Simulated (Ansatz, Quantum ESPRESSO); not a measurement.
**GaAs (001), rock salt: a film clamped to its substrate**

A thin film takes the in-plane lattice of its substrate and is free along the normal. How do the free axis and the stress follow the misfit? The strained cell has c along the film normal; unstrained it is a = 3.7516 Å, b = 3.7516 Å, c = 5.3056 Å, α = 90.00°, β = 90.00°, γ = 90.00°, with 4 atoms. The symmetry of the cell is held, so distortions that would lower it, which this phase may prefer, aren't tested.

Calculated with Quantum ESPRESSO 7.5, PBEsol, GBRV 1.5 ultrasoft potentials, cutoff 680 eV, Fermi–Dirac smearing 0.05 eV, k-mesh 12×12×8, no spin polarisation, no spin-orbit coupling.

Relaxed positions at 0 %:

```csv
atom,x,y,z
As,0.0000,0.0000,0.5000
As,0.5000,0.5000,0.0000
Ga,0.0000,0.0000,0.0000
Ga,0.5000,0.5000,0.5000
```

```csv
ε∥ (%),a (Å),c (Å),ε⊥ (%),"σ (GPa, tension positive)"
−3,3.6391,5.4224,2.202,−6.06
−2,3.6766,5.3893,1.579,−3.65
−1,3.7141,5.3445,0.735,−1.85
0,3.7516,5.3065,0.017,−0.11
1,3.7891,5.2782,−0.516,1.59
3,3.8641,5.2394,−1.247,4.70
```

**Question.** Fit both responses and give the free strain and the stress at +2 %, a row left out above.

Least squares with y = y0 + y1 ε + y2 ε² (ε in %) gives ε⊥ = 0.071 + (−0.5928) ε + (0.0482) ε² and σ = −0.04 + (1.767) ε + (−0.066) ε² GPa. The linear terms put the ratio of free to applied strain at −0.593 and the biaxial modulus at 177 GPa. The rows at ±1 % alone give −0.625 and 172 GPa, so higher orders enter the wide fit.

At +2 % the free strain comes out as −0.922 %. The run itself gives −0.884 %, so the estimate misses by 0.038 %; the fitted rows themselves lie up to 0.129 % off the law.

The stress comes out as 3.23 GPa. The run itself gives 3.27 GPa, so the estimate misses by 0.04 GPa; the fitted rows themselves lie up to 0.19 GPa off the law.

For a cubic crystal strained in (001), ε⊥/ε∥ = −R with R = 2C12/C11, the modulus is C11 + C12 − 2C12²/C11 = C11(1 + R/2 − R²/2), so C11 = 158 GPa and C12 = 47 GPa.

The negative ε² term means that the crystal stiffens in compression and softens in tension.

The same fit over all rows at other levels or in other programs gives the strain ratio = −0.597 with PBEsol (Ansatz) and −0.597 with PBEsol (Quantum ESPRESSO, PseudoDojo).

[Logs are printed without paths, hosts, clocks, repeated set-up lines and the standing remarks that a program may print on its own settings, such as how far it seeks lower states.]
